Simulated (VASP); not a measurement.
# SrO in VASP: one cell, several levels of theory, part 1 of 2

Rocksalt SrO, under -2.0 % biaxial strain in the (111) plane, free along [111] is computed at one geometry. Runs: PBE, r2SCAN. The results are then set beside those of Ansatz 0.2.0 for the same cell.

Code: VASP 6.6.1. PAW datasets, plane waves. Spin-unpolarised throughout; all numbers are computed.

**1. The structure to begin with**

The cell comes from an earlier relaxation with r2SCAN in another program, then strained, with the atoms relaxed again.

Space group R-3m (No. 166), trigonal; a = 3.576 Å, c = 9.056 Å in the conventional setting, 16.71 Å³ an atom. Sr has 6 O at 2.56 Å; O has 6 Sr at 2.56 Å.

The structure in full:

Space group R-3m:H (No. 166). a = 3.576 Å, b = 3.576 Å, c = 9.056 Å, α = 90.00°, β = 90.00°, γ = 120.00°
```json
{"atom": "Sr", "site": "3a", "symmetry": "-3m", "x": "0.0000", "y": "0.0000", "z": "0.0000"}
{"atom": "O", "site": "3b", "symmetry": "-3m", "x": "0.6667", "y": "0.3333", "z": "0.8333"}
```

**2. PBE at this geometry**

INCAR reads:

```
ENCUT = 520.000000
SIGMA = 0.020000
EDIFF = 1.00e-07
GGA = PE
PREC = Accurate
IBRION = -1
ISIF = 2
ISMEAR = -1
NBANDS = 15
NELM = 120
NSW = 0
LASPH = .TRUE.
LCHARG = .FALSE.
LWAVE = .FALSE.
LREAL = .FALSE.
```

KPOINTS reads:

```
KPOINTS created by Atomic Simulation Environment
0
Gamma
8 8 8
0 0 0
```

KPOINTS_OPT reads:

```
special points
7
Reciprocal
0.0000000000 0.0000000000 0.0000000000 1
0.5000000000 0.0000000000 0.5000000000 1
0.6250000000 0.2500000000 0.6250000000 1
0.3750000000 0.3750000000 0.7500000000 1
0.5000000000 0.5000000000 0.5000000000 1
0.5000000000 0.2500000000 0.7500000000 1
0.0000000000 0.5000000000 0.5000000000 1
```

POSCAR reads:

```
Sr O
 1.0000000000000000
     0.0573094069000000    2.5856038861999999    2.5856038861999999
     2.5856038861999999    0.0573094069000000    2.5856038861999999
     2.5856038861999999    2.5856038861999999    0.0573094069000000
 Sr  O
   1   1
Cartesian
  0.0000000000000000  0.0000000000000000  0.0000000000000000
  2.6142585896499999  2.6142585896499999  2.6142585896499999
```

The run uses the recommended PBE PAW datasets (16 valence electrons a neutral cell).

Command:

```
> mpirun -np 1 vasp_std
```

Standard output, without the iteration lines:

```text
POSCAR found type information on POSCAR SrO
 POSCAR found :  2 types and       2 ions
 LDA part: xc-table for (Slater+PW92), standard interpolation
 POSCAR, INCAR and KPOINTS ok, starting setup
 FFT: planning ... GRIDC
 FFT: planning ... GRID_SOFT
 FFT: planning ... GRID
 WAVECAR not read
 entering main loop
 Start KPOINTS_OPT (optional k-point list driver)
k-point batch [1-7\7]
```

OSZICAR:

```text
N       E                     dE             d eps       ncg     rms          rms(c)
DAV:   1     0.664901172644E+02    0.66490E+02   -0.85357E+03  1950   0.105E+03
DAV:   2    -0.111466498309E+02   -0.77637E+02   -0.71103E+02  2625   0.218E+02
DAV:   3    -0.141656899627E+02   -0.30190E+01   -0.30026E+01  2551   0.388E+01
DAV:   4    -0.142230247288E+02   -0.57335E-01   -0.57332E-01  2441   0.535E+00
DAV:   5    -0.142245453129E+02   -0.15206E-02   -0.15206E-02  2493   0.662E-01    0.170E+01
DAV:   6    -0.121594231189E+02    0.20651E+01   -0.65941E+00  1992   0.196E+01    0.200E+01
DAV:   7    -0.120262813146E+02    0.13314E+00   -0.28210E-01  2377   0.476E+00    0.117E+01
DAV:   8    -0.120151892053E+02    0.11092E-01   -0.11653E-01  2573   0.339E+00    0.491E-01
DAV:   9    -0.120166843308E+02   -0.14951E-02   -0.55449E-03  2464   0.476E-01    0.231E-01
DAV:  10    -0.120171470804E+02   -0.46275E-03   -0.44795E-04  2104   0.197E-01    0.813E-02
DAV:  11    -0.120172810510E+02   -0.13397E-03   -0.12884E-04  2153   0.842E-02    0.266E-02
DAV:  12    -0.120172987538E+02   -0.17703E-04   -0.26019E-05  2076   0.376E-02    0.188E-02
DAV:  13    -0.120172988542E+02   -0.10046E-06   -0.12175E-06  2230   0.970E-03    0.321E-03
DAV:  14    -0.120172987403E+02    0.11398E-06   -0.11380E-07  2533   0.255E-03    0.228E-03
DAV:  15    -0.120172987434E+02   -0.31453E-08   -0.67311E-09  1108   0.758E-04
   1 F= -.12017299E+02 E0= -.12017299E+02  d E =-.918094E-13
       N       E                     dE             ncg
DAV:   1     0.959146475388E+03   -0.43337E+04      210
DAV:   2     0.402973211944E+03   -0.55617E+03      288
DAV:   3     0.381698013344E+03   -0.21275E+02      297
DAV:   4     0.381330787106E+03   -0.36723E+00      248
DAV:   5     0.381328666657E+03   -0.21204E-02      294
DAV:   6     0.381328624822E+03   -0.41835E-04      239
DAV:   7     0.381328623836E+03   -0.98650E-06      242
DAV:   8     0.381328623810E+03   -0.25298E-07      162
```

The lines after F= are the extra pass for the points of KPOINTS_OPT, at fixed density; their E is not a total energy.

From OUTCAR:

```text
k-points           NKPTS =     65   k-points in BZ     NKDIM =     65   number of bands    NBANDS=     15

   NELECT =      16.0000    total number of electrons

   dimension x,y,z NGX =    28 NGY =   28 NGZ =   28
   dimension x,y,z NGXF=    56 NGYF=   56 NGZF=   56

  energy-cutoff  :      520.00
  volume of cell :       33.42
      direct lattice vectors                 reciprocal lattice vectors
     0.057309407  2.585603886  2.585603886    -0.199929426  0.195594121  0.195594121
     2.585603886  0.057309407  2.585603886     0.195594121 -0.199929426  0.195594121
     2.585603886  2.585603886  0.057309407     0.195594121  0.195594121 -0.199929426

 k-points in reciprocal lattice and weights: KPOINTS created by Atomic Simulation Env
   0.00000000  0.00000000  0.00000000       0.002
   0.12500000  0.00000000  0.00000000       0.012
   0.25000000  0.00000000  0.00000000       0.012
   0.37500000  0.00000000 -0.00000000       0.012
   0.50000000  0.00000000  0.00000000       0.006
   0.12500000  0.12500000 -0.00000000       0.012
   0.25000000  0.12500000 -0.00000000       0.023
   0.37500000  0.12500000 -0.00000000       0.023
[... 57 more k-points ...]

 E-fermi :   2.2681

 k-point     1 :       0.0000    0.0000    0.0000
  band No.  band energies     occupation
      1     -30.5949      2.00000
      2     -13.3647      2.00000
      3     -12.2274      2.00000
      4     -12.2054      2.00000
      5     -12.2054      2.00000
      6       1.7006      2.00000
      7       1.7746      2.00000
      8       1.7746      2.00000
      9       5.8367      0.00000
     10       7.7344      0.00000
     11       8.1187      0.00000
     12       8.1187      0.00000
     13      10.2096      0.00000
     14      10.2096      0.00000
     15      14.5473      0.00000

 k-point     2 :       0.1250    0.0000    0.0000
  band No.  band energies     occupation
      1     -30.5726      2.00000
      2     -13.7289      2.00000
      3     -12.2358      2.00000
      4     -12.2218      2.00000
      5     -11.8997      2.00000
      6       1.3058      2.00000
      7       1.4933      2.00000
      8       1.5749      2.00000
      9       6.5454      0.00000
     10       7.8767      0.00000
     11       8.1148      0.00000
     12       8.4464      0.00000
     13      10.6250      0.00000
     14      10.6252      0.00000
     15      15.6058      0.00000

 k-point     3 :       0.2500    0.0000    0.0000
  band No.  band energies     occupation
      1     -30.5182      2.00000
      2     -14.3116      2.00000
      3     -12.2619      2.00000
      4     -12.2610      2.00000
      5     -11.4523      2.00000
      6       0.4635      2.00000
      7       1.0276      2.00000
      8       1.1443      2.00000
      9       7.8158      0.00000
     10       8.0900      0.00000
     11       8.9650      0.00000
     12       9.3389      0.00000
     13      11.6569      0.00000
     14      11.6625      0.00000
     15      17.6953      0.00000

 k-point     4 :       0.3750    0.0000   -0.0000
  band No.  band energies     occupation
      1     -30.4628      2.00000
      2     -14.7515      2.00000
      3     -12.2994      2.00000
      4     -12.2873      2.00000
      5     -11.1477      2.00000
      6      -0.2077      2.00000
      7       0.6229      2.00000
      8       0.7678      2.00000
      9       8.1243      0.00000
     10       9.6422      0.00000
     11      10.0386      0.00000
     12      10.4287      0.00000
     13      12.9243      0.00000
     14      12.9633      0.00000
     15      17.5410      0.00000

 k-point     5 :       0.5000    0.0000    0.0000
  band No.  band energies     occupation
      1     -30.4396      2.00000
      2     -14.9127      2.00000
      3     -12.3151      2.00000
      4     -12.2977      2.00000
      5     -11.0426      2.00000
      6      -0.4571      2.00000
      7       0.4687      2.00000
      8       0.6240      2.00000
      9       8.3656      0.00000
     10      10.3602      0.00000
     11      10.5509      0.00000
     12      10.9529      0.00000
     13      13.7886      0.00000
     14      13.8578      0.00000
     15      16.8887      0.00000

 k-point     6 :       0.1250    0.1250   -0.0000
  band No.  band energies     occupation
      1     -30.5664      2.00000
      2     -13.7681      2.00000
      3     -12.2799      2.00000
      4     -12.2612      2.00000
      5     -11.8207      2.00000
      6       0.9727      2.00000
      7       1.6548      2.00000
      8       1.7058      2.00000
      9       6.5939      0.00000
     10       7.3011      0.00000
     11       8.5459      0.00000
     12       8.7783      0.00000
     13      10.4253      0.00000
     14      11.0449      0.00000
     15      15.8651      0.00000

 k-point     7 :       0.2500    0.1250   -0.0000
  band No.  band energies     occupation
      1     -30.5237      2.00000
      2     -14.1478      2.00000
      3     -12.3346      2.00000
      4     -12.3006      2.00000
      5     -11.5620      2.00000
      6       0.4740      2.00000
      7       1.3577      2.00000
      8       1.4394      2.00000
      9       7.0190      0.00000
     10       7.6541      0.00000
     11       9.3103      0.00000
     12       9.5523      0.00000
     13      11.0344      0.00000
     14      11.9110      0.00000
     15      17.6319      0.00000

 k-point     8 :       0.3750    0.1250   -0.0000
  band No.  band energies     occupation
      1     -30.4689      2.00000
      2     -14.5519      2.00000
      3     -12.3672      2.00000
      4     -12.3529      2.00000
      5     -11.3359      2.00000
      6       0.0919      2.00000
      7       0.8550      2.00000
      8       1.0273      2.00000
      9       7.4548      0.00000
     10       8.8878      0.00000
     11      10.2395      0.00000
     12      10.5788      0.00000
     13      12.2904      0.00000
     14      12.8667      0.00000
     15      17.7055      0.00000

 k-point     9 :       0.5000    0.1250    0.0000
  band No.  band energies     occupation
      1     -30.4342      2.00000
      2     -14.7788      2.00000
      3     -12.4261      2.00000
      4     -12.3475      2.00000
      5     -11.2093      2.00000
      6      -0.1697      2.00000
      7       0.6283      2.00000
      8       0.7415      2.00000
      9       8.2150      0.00000
     10       9.3033      0.00000
     11      10.8341      0.00000
     12      11.4172      0.00000
     13      13.5450      0.00000
     14      13.8836      0.00000
     15      16.1835      0.00000

 k-point    10 :      -0.3750    0.1250   -0.0000
  band No.  band energies     occupation
      1     -30.4406      2.00000
      2     -14.7468      2.00000
      3     -12.4588      2.00000
      4     -12.3012      2.00000
      5     -11.2072      2.00000
      6      -0.1850      2.00000
      7       0.5585      2.00000
      8       0.9066      2.00000
      9       8.1591      0.00000
     10       9.3837      0.00000
     11      10.3093      0.00000
     12      11.1725      0.00000
     13      13.3686      0.00000
     14      13.7678      0.00000
     15      16.4556      0.00000

 k-point    11 :      -0.2500    0.1250    0.0000
  band No.  band energies     occupation
      1     -30.4844      2.00000
      2     -14.4711      2.00000
      3     -12.4269      2.00000
      4     -12.2481      2.00000
      5     -11.3495      2.00000
      6       0.1388      2.00000
      7       0.7328      2.00000
      8       1.2951      2.00000
      9       7.6448      0.00000
     10       8.6031      0.00000
     11       9.2594      0.00000
     12      10.3969      0.00000
     13      12.1526      0.00000
     14      12.4926      0.00000
     15      18.2666      0.00000

 k-point    12 :      -0.1250    0.1250    0.0000
  band No.  band energies     occupation
      1     -30.5389      2.00000
      2     -14.0602      2.00000
      3     -12.3308      2.00000
      4     -12.2194      2.00000
      5     -11.6263      2.00000
      6       0.7262      2.00000
      7       1.1135      2.00000
      8       1.5980      2.00000
      9       7.3529      0.00000
     10       7.5750      0.00000
     11       8.4199      0.00000
     12       9.3533      0.00000
     13      10.9842      0.00000
     14      11.4572      0.00000
     15      17.0482      0.00000

[... the tables of k-points 13 to 65 left out ...]

  Total        1.0536103      1.0536103      1.0536103     -0.2673108     -0.2673108     -0.2673108
  in kB       50.5075998     50.5075998     50.5075998    -12.8142524    -12.8142524    -12.8142524
  external PRESSURE =      50.5075998 kB  Pullay stress =       0.0000000 kB

 POSITION                                       TOTAL-FORCE (eV/Angst)
 -----------------------------------------------------------------------------------
      0.00000      0.00000      0.00000        -0.000000      0.000000     -0.000000
      2.61426      2.61426      2.61426         0.000000     -0.000000      0.000000
 -----------------------------------------------------------------------------------
    total drift:                                0.000000      0.000000      0.000000

  FREE ENERGIE OF THE ION-ELECTRON SYSTEM (eV)
  ---------------------------------------------------
  free  energy   TOTEN  =       -12.0172987434 eV

  energy  without entropy=      -12.0172987434  energy(sigma->0) =      -12.01729874
```

Hardware: 1 MPI rank of Intel Xeon Platinum 8488C, shared host.

The levels at the points of KPOINTS_OPT are read from vasprun.xml.

Levels at the named points, in eV from the top of band v (v: the last filled band by count, c: the next):

```csv
point,v−1,v,c,c+1
Γ,0.00,0.00,4.06,5.96
X,-0.13,-0.08,3.22,7.89
U,-0.56,-0.49,4.70,8.04
K,-0.56,-0.49,4.70,8.04
L,-1.09,-1.09,6.50,8.52
W,-0.47,-0.43,5.99,6.08
```

PBE gives an indirect gap of 3.22 eV, from Γ to X; the least direct gap is 3.30 eV. Pressure: 5.05 GPa; the forces vanish within 0.01 eV/Å.

(Continued in part 2 of 2.)
